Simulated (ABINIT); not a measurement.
Crystal: HfN.

```xyz
2
Lattice="0.0000 2.4548 2.4548 2.4548 0.0000 2.4548 2.4548 2.4548 0.0000" Properties=species:S:1:pos:R:3 pbc="T T T"
Hf    0.0000    0.0000    0.0000
N     1.2274    1.2274    1.2274
```

The cell comes from a database or a generator and needn't be the stable form of this composition.

| Property | Result |
| --- | --- |
| Program | ABINIT 10.8.3 (patched build) |
| Task | relaxation of cell and atoms |
| Functional | PBEsol |
| Potentials or basis | PseudoDojo NC SR PBEsol v0.4 stringent |
| Cutoff | 1796 eV |
| k mesh | 7 × 7 × 7 |
| Occupations | fermi-dirac, width 0.05 eV |
| Spin | no spin polarisation |

At the start: pressure -5.2 GPa; volume 14.79 Å³/atom.

Question: How do energy, volume and symmetry change on relaxing?

Answer: Over 4 steps the energy falls by 6.5 meV/atom and the volume is 14.40 Å³/atom (-2.6 %); space group F-43m (No. 216, to 0.05 Å).

Step by step:
```
step  energy change (eV)  largest force (eV/Å)  pressure (GPa)  volume (Å³)
   1              0.0000                0.0000           -5.20        29.59
   2             -0.0108                0.0000           -2.16        29.12
   3             -0.0129                0.0000            0.07        28.80
   4             -0.0129                0.0000            0.00        28.81
```

Final structure:
```cif
data_structure
_symmetry_space_group_name_H-M 'P 1'
_symmetry_Int_Tables_number 1
_cell_length_a 3.4409
_cell_length_b 3.4409
_cell_length_c 3.4409
_cell_angle_alpha 60.000
_cell_angle_beta 60.000
_cell_angle_gamma 60.000
_cell_volume 28.81
loop_
_atom_site_label
_atom_site_type_symbol
_atom_site_fract_x
_atom_site_fract_y
_atom_site_fract_z
_atom_site_occupancy
Hf1 Hf 0.00000 0.00000 0.00000 1
N1 N 0.25000 0.25000 0.25000 1
```
